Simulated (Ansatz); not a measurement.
## LiF: rattling a relaxed structure

The cell was found from a structure generator's guess, not taken from experiment.

Theory: DFT PBE, scalar-relativistic, plane waves, PAW (Ansatz 0.2.0). Cutoff 420 eV; k points 12×12×4 on the computed 6-atom cell (Γ-centred); Gaussian smearing, width 0.02 eV; no spin polarisation.

The cell below (6 atoms, space group P6_422 (No. 181)) is relaxed within its symmetry.

```xyz
6
Lattice="2.9656 0.0000 0.0000 -1.4828 2.5683 0.0000 0.0000 0.0000 7.3527" Properties=species:S:1:pos:R:3 pbc="T T T"
Li   -0.7414    1.2842    2.4509
Li    1.4828    0.0000    0.0000
Li    0.7414    1.2842    4.9018
F     0.7414    1.2842    1.2254
F    -0.7414    1.2842    6.1272
F     1.4828    0.0000    3.6763
```

For the test a repeat of it with 12 atoms (edges 2.97, 5.14, 7.35 Å) was strained at random (σ = 1.5 % a component), the atoms were moved at random (σ = 0.05 Å), and all was relaxed again on a coarse 4×4×2 mesh (in the run’s order of axes) with 0.10 eV smearing, with no symmetry imposed.

Question: What happens?

Answer: It doesn't return. The energy falls by 57 meV/atom on that mesh, the volume changes by -9.8 %, and the end has space group Fm-3m (No. 225) at a loose tolerance. Relaxed again on a 10×10×10 mesh with 0.02 eV smearing, the new structure lies 57 meV/atom below the first (mesh in the axes of the run's cell; the cell below is made exact in the group named). Space group Fm-3m (No. 225), cubic, a = 4.069 Å. Around Li lie 6 F at 2.03 Å; around F lie 6 Li at 2.03 Å.

```cif
data_structure
_symmetry_space_group_name_H-M 'Fm-3m'
_symmetry_Int_Tables_number 225
_cell_length_a 4.0688
_cell_length_b 4.0688
_cell_length_c 4.0688
_cell_angle_alpha 90.000
_cell_angle_beta 90.000
_cell_angle_gamma 90.000
_cell_volume 67.36
loop_
_atom_site_label
_atom_site_type_symbol
_atom_site_symmetry_multiplicity
_atom_site_Wyckoff_symbol
_atom_site_fract_x
_atom_site_fract_y
_atom_site_fract_z
_atom_site_occupancy
Li1 Li 4 b 0.50000 0.00000 0.00000 1
F1 F 4 a 0.00000 0.00000 0.00000 1
```
